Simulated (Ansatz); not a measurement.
Relativity in HgSe

```
CELL_PARAMETERS angstrom
0.00000 3.03600 3.03600
3.03600 0.00000 3.03600
3.03600 3.03600 0.00000
ATOMIC_POSITIONS crystal
Hg 0.00000 0.00000 0.00000
Se 0.75000 0.75000 0.75000
```

Atoms are numbered in the order listed.

The cell is COD entry 1538962, as deposited and not checked against the literature; nothing was relaxed.

One fixed cell is solved with PBE by all-electron LAPW in Ansatz 0.2.0 under different relativistic treatments. Pressure is positive in compression.

The runs use a Γ-centred 9×9×9 k mesh, Fermi–Dirac smearing of 0.02 eV, basis error target 0.25 meV/atom, no spin polarisation.

```csv
setting,P (GPa),gap on the k mesh (eV)
scalar-relativistic,4.91,none
non-relativistic,11.27,0.99
with spin–orbit coupling,4.31,none
"scalar-relativistic, inner shells corrected to Dirac",4.94,none
```
